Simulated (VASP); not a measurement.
Input of a VASP 6.6.1 run:

File INCAR:

```
PREC = Accurate ; ENCUT = 520
EDIFF = 1E-7 ; ISMEAR = -1
SIGMA = 0.1 ; LREAL = False
LASPH = True ; NELM = 60
ALGO = Normal ; ISIF = 2
LWAVE = False ; LCHARG = False
GGA = B5 ; ALDAX = 1.0
AGGAX = 1.0 ; AGGAC = 1.0
ALDAC = 0.0 ; NBANDS = 12
```

Contents of KPOINTS:

```
regular mesh
0
Gamma
  13 13 13
```

File POSCAR:

```
Mn
1.0
    2.3148400082      0.0000000000      0.0000000000
    0.0000000000      2.3148400082      0.0000000000
    0.0000000000      0.0000000000      2.3148400082
Mn
1
Direct
    0.0000000000      0.0000000000      0.0000000000
```

Potentials or basis: VASP PAW PBE potentials, release 64 (Mn_pv).

Launch:

```sh
$ cat potpaw_PBE.64/Mn_pv/POTCAR > POTCAR
$ mpirun -np 1 vasp_std > vasp.out
```

Problem. Estimate the band gap on the k mesh.

Solution. None (metal or under the smearing width).

Problem. Estimate the pressure.

Solution. 0.2 GPa.

Caveat: the PAW data sets were made with another functional, which shifts forces and pressure a little; the run has no spin polarisation, though such a crystal can be magnetic. Spin polarisation is off, so any magnetic state and its effect on volume and gap are missing.
